The clamped dielectric constant $\varepsilon_\infty$ measures how strongly the electrons of a crystal screen a uniform electric field while the nuclei stay where they are. Here it was computed by linear response: the field is treated as a small perturbation, and the electrons rearrange in it. Its square root is the refractive index for light that is too fast for the nuclei to follow and still well below electronic absorption. The table follows it in silicon carbide from strong compression to slight stretching.

Zincblende SiC, relaxed at set pressures or scaled volumes, computed with Ansatz 0.2.0 (PBEsol, plane-wave PAW, scalar-relativistic, no spin polarisation, cutoff 420 eV, k mesh 12×12×12), with phonons by linear response. The lowest phonon frequency is that of the zone-centre optical modes without the long-range electric-field term; the longitudinal frequency includes it.

| volume per atom (Å³) | applied pressure (GPa) | volume over rest | lowest phonon frequency (cm⁻¹) | highest longitudinal frequency (cm⁻¹) | dielectric clamped | Born charge first Si (e) |
| --- | --- | --- | --- | --- | --- | --- |
| 9.50 | 22 | none | 865.2 | 1046.3 | 6.86 | 2.78 |
| 9.88 | 11 | none | 828.1 | 1004.2 | 6.94 | 2.75 |
| 10.12 | 5 | none | 806.1 | 979.0 | 7.00 | 2.73 |
| 10.13 | n/a | 0.98 | 804.8 | 977.5 | 7.00 | 2.73 |
| 10.34 | 0 | none | 786.5 | 956.5 | 7.06 | 2.72 |
| 10.54 | n/a | 1.02 | 769.1 | 936.3 | 7.11 | 2.70 |

**What happens**

Follow two rows, the crystal at rest (10.34 Å³ an atom) and the crystal at 22 GPa (9.50 Å³ an atom). Between them the clamped dielectric constant falls from 7.06 to 6.86. The band gap from the same calculations, which is not printed in the table, also falls, from 1.24 to 1.16 eV. The compressed crystal thus has the smaller gap and the weaker screening.

This contradicts a shortcut by which a smaller gap means electrons that are easier to polarise. The shortcut can serve as a rough guide when very different materials are compared. Applied to one material under pressure, it fails here in the sign of the change. No measurement is needed to notice this: it is enough to set the two computed trends side by side.

The fall is small but resolved. The uncertainty stated for the response at rest is about 0.02, a tenth of the change. The gaps of all rows are the smallest found on the mesh of sampled points, and on that mesh every run finds an insulator. The notes to the data add for the row at 22 GPa that a band crossing between these points may be missed; that caution comes from the data makers' tests on other systems, and the runs at this pressure gave no such warning themselves. Nothing in the results suggests that the crystal is becoming a metal.

**Why the gap is the wrong gauge**

Picture each valence electron as a charge on a spring with natural frequency $\omega$. A field $F$ shifts it by $eF/(m\omega^2)$, where $e$ and $m$ are its charge and mass. With $n$ such electrons in unit volume, adding up the dipoles gives

$$\varepsilon_\infty-1=\frac{ne^2}{\varepsilon_0 m\,\omega^2}=\left(\frac{E_p}{\bar E}\right)^2 .$$

Here $\varepsilon_0$ is the vacuum permittivity, $\bar E=\hbar\omega$ is the excitation energy, and $E_p=\hbar\sqrt{ne^2/(\varepsilon_0 m)}$ is the plasmon energy, which depends only on the electron density.

A real crystal has many excitation energies instead of one. The formula survives if $\bar E$ is read as a mean in which each excitation counts by its share of the total absorption strength and by the inverse square of its energy. That total strength is fixed by the number of electrons, so a transition can gain weight only if others lose it. The rule is approximate here, because only the four valence electrons of each atom are counted and the potentials that replace the cores alter it somewhat.

For the crystal at rest the formula gives a mean excitation energy of about 9.4 eV, some seven and a half times the band gap. This value is derived from the computed dielectric constant, so it is that constant in another form and no separate evidence. What it shows is that most of the absorption strength lies far above the band edge. That strength is expected to be spread over transitions between many valence and conduction states.

The band gap of silicon carbide has a further handicap. It is indirect: the highest filled state and the lowest empty state have different crystal momenta. A uniform field cannot supply that difference, and with the nuclei held fixed nothing else can. The transition across the gap is therefore no term in the sum at all.

**Why screening weakens under pressure**

Compression does two opposing things. It packs more electrons into each unit of volume, which strengthens the screening. It also stiffens the springs, which weakens it. Since $\varepsilon_\infty-1$ goes as density divided by $\bar E^2$, the two balance when the mean excitation energy rises by about half the percentage by which the density rises.

From rest to 22 GPa the density rises by 8.8 %, so the balance lies near 4 %. The mean excitation energy rises by 6.1 %, which is more than enough. The stiffer springs win, and $\varepsilon_\infty-1$ falls by 3.3 %. The fall is small because it is what remains of two larger changes.

The mean excitation energy was derived from the dielectric constant, so it names the stiffening but does not explain it. The likely origin is chemical. Filled states in silicon carbide are mainly bonding combinations of orbitals on neighbouring atoms, and the empty states above them are mainly antibonding. When the atoms approach, the orbitals overlap more and the two sets are pushed further apart. Excitations from one set to the other then cost more energy.

The band edge can move against this general widening because it concerns just two states. In many tetrahedral semiconductors, though not in diamond, the conduction valley at the zone-boundary point X, which holds the lowest empty state here, sinks towards the top of the valence band under pressure. One valley that sinks narrows the gap while the bulk of the excitations moves up. The gap reports on the valley, and the dielectric constant reports on the bulk.

**How large the effect is**

A simple estimate needs only the change in volume. A wave confined to a length $d$ has a kinetic energy proportional to $1/d^2$, and the separation of bonding and antibonding states follows roughly the same rule with $d$ as the bond length. In a crystal that keeps its shape $d$ goes as $V^{1/3}$, where $V$ is the volume per atom, so $\bar E$ goes as $V^{-2/3}$. The density goes as $1/V$, and together they give

$$\varepsilon_\infty-1\propto\frac{V^{-1}}{V^{-4/3}}=V^{1/3}.$$

Take the value at rest as the starting point and work out the row at 22 GPa:

$$\varepsilon_\infty\approx1+(7.06-1)\left(\frac{9.50}{10.34}\right)^{1/3}\approx6.89 .$$

The computed value is 6.86. The estimate has the right sign and gives about 84 % of the fall, although no constant was adjusted to the compressed row. This is its best row; in the others it gives about three quarters of the change.

Now put the band gap in place of the mean excitation energy, again starting from the crystal at rest. The density raises $\varepsilon_\infty-1$ by the factor 1.088, and the narrower gap raises it further:

$$\varepsilon_\infty\approx1+(7.06-1)\times1.088\times\left(\frac{1.243}{1.162}\right)^2\approx8.5 .$$

The shortcut turns a fall of 0.2 into a rise of about 1.5.

The smallest direct gap looks like a better choice, because a uniform field can drive that transition. It does widen under pressure, by 1.9 % from rest to 22 GPa. That is well short of the 4 % needed to offset the density, so this version also predicts a rise, to about 7.35. Moving in the right direction is not enough; the energy must also move fast enough.

The row at 10.54 Å³ an atom tests the estimate in the other direction, since that crystal is slightly stretched. The cube-root rule gives 7.10, and the calculation gives 7.11. Across the whole table, from the most compressed row to the stretched one, the mean excitation energy rises as the density to the power 0.70, a little faster than the two thirds assumed.

The excess is small, about 0.03 in the dielectric constant at 22 GPa, but it is systematic. The rule falls short of the computed change in every row, and the unrounded values follow a smooth curve far more closely than the stated uncertainty of about 0.02, which therefore seems largely common to all rows. The power is not constant either: it is closer to two thirds under strong compression and larger near rest. The reason for the excess is not settled by these runs. Part of the separation between filled and empty states comes from the different orbital energies of silicon and carbon, and that part should depend less on distance. It would make the rise slower, not faster. Two things could work the other way: a covalent part steeper than $1/d^2$, and the fixed splitting of s and p levels within each atom, which broadens the bands and is subtracted from the bonding–antibonding separation, so that what remains is expected to rise faster in proportion. The data do not separate these contributions, and the good agreement does not prove the bond-length argument.

**The functional's error follows the same pattern**

The approximate functional has a failure of its own, which the same distinction helps to judge. Its band gap at rest is about half the measured one, which is roughly 2.4 eV. The measured clamped dielectric constant is roughly 6.5, so the computed $\varepsilon_\infty-1$ is only about a tenth too large. Both measured figures are rough, recalled values and not part of the table. The PAW datasets were made for PBE and not for PBEsol, which adds an uncertainty shared by all rows.

If screening followed the inverse square of the gap, a gap of half the right size would make $\varepsilon_\infty-1$ nearly four times too large. Nothing of the kind is seen. The relative error of the gap is therefore no measure of the error in the dielectric constant. The fairer comparison sets the error in electronvolts against the mean excitation energy. The gap is about 1.2 eV too small, roughly an eighth of that mean, and shifting every excitation by as much would change $\varepsilon_\infty-1$ by about a quarter. That has the order of the tenth seen but overshoots it.

Theory gives a reason for the difference. A true band gap compares the cost of adding an electron with that of removing one, and the exact exchange-correlation potential jumps when an electron is added. Semilocal functionals such as the one used here lack that jump, so their gaps come out too small. The static response asks instead how the charge of a fixed number of electrons shifts in a weak field, so the missing jump does not enter it in the same direct way. Semilocal functionals err there too, usually towards screening that is somewhat too strong. Zero-point motion and temperature are also missing from the calculation, but they usually lower the gap of such a crystal, so including them would not repair the error in the gap.

**Where the mistake would do damage**

The clamped dielectric constant enters the optical lattice vibrations, in which silicon and carbon move against each other. In the longitudinal mode this motion sets up an electric field that stiffens the vibration; in the transverse mode, listed as the lowest phonon frequency, that field is absent. The difference of the squared angular frequencies is

$$\omega_{LO}^2-\omega_{TO}^2=\frac{Z^2e^2}{2V\,\varepsilon_0\,\varepsilon_\infty\,\mu},$$

where $\mu$ is the reduced mass of the two atoms and $Z$ the Born charge, which measures the polarisation produced by moving one kind of atom.

From rest to 22 GPa this difference grows by 17 %. Higher density contributes most, a larger Born charge adds to it, and weaker screening adds a little more. With the dielectric constant that the band gap predicts, the growth would turn into a fall of about 6 %. This shows what the mistake would cost, but it is no independent test, because the longitudinal frequencies were built from the same charges and dielectric constants.

**What to do about it**

If the dielectric constant under pressure matters, compute it at two volumes and do not infer it from the gap. For a quick estimate in this crystal, scale $\varepsilon_\infty-1$ with the cube root of the volume; over the table this stays within about 0.03 of the computed values. The refractive index then changes little: it goes from $\sqrt{7.06}\approx2.66$ at rest to $\sqrt{6.86}\approx2.62$ at 22 GPa.

For a related material the same balance decides: compression weakens the screening if the mean excitation energy, weighted as above, rises by more than about half the percentage by which the density rises. Bond-length scaling offers a first guess at that rise. The guess is least safe where the smallest direct gap is small, because low-energy transitions then weigh heavily in the mean and can follow a course of their own. The gap remains the right quantity for the onset of absorption and for thermally excited carriers, where the band edge itself is what counts.
